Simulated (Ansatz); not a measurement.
**What spin–orbit coupling does to the bands of RbCl**

```
Rb Cl
1.0
     0.00000    3.34896    3.34896
     3.34896    0.00000    3.34896
     3.34896    3.34896    0.00000
Rb Cl
1 1
Cartesian
  0.0000 0.0000 0.0000
  3.3490 3.3490 3.3490
```

Atoms are numbered in the order listed.

The conventional cell has a = 6.698 Å, b = 6.698 Å, c = 6.698 Å, α = 90.00°, β = 90.00°, γ = 90.00°. Around Rb (atom 1) lie 6 Cl at 3.35 Å. Cl (atom 2) is surrounded by 6 Rb at 3.35 Å.

The structure comes from a relaxation in the same program, started in the rocksalt type, and has space group Fm-3m. Whether it is a known phase or the ground state wasn't checked.

Levels of theory: DFT, PBE, all-electron LAPW, scalar-relativistic (Ansatz 0.2.0); DFT, PBE, all-electron LAPW, Dirac equation with spin-orbit coupling (Ansatz 0.2.0).

Numerical set-up: a Γ-centred 10×10×10 k mesh, Fermi–Dirac smearing of 0.05 eV, basis error target 1 meV/atom, no spin polarisation.

Levels between -4 and 3 eV, each run counted from its own valence-band top. Scalar levels are listed once for both spins; with the coupling every spinor state is counted. Levels near the edges of the range can cross them.

Problem. At Γ (0.000, 0.000, 0.000) the scalar-relativistic levels are 0.00 (×3). What are they with spin–orbit coupling?

Solution. -0.13 (×2), 0.00 (×4).

Problem. At L (0.500, 0.500, 0.500) the scalar-relativistic levels are -0.78, -0.29 (×2). What are they with spin–orbit coupling?

Solution. -0.83 (×2), -0.37 (×2), -0.30 (×2).

Problem. Without the coupling the gap is 4.84 eV, direct at Γ. And with it?

Solution. 4.79 eV, direct at Γ.
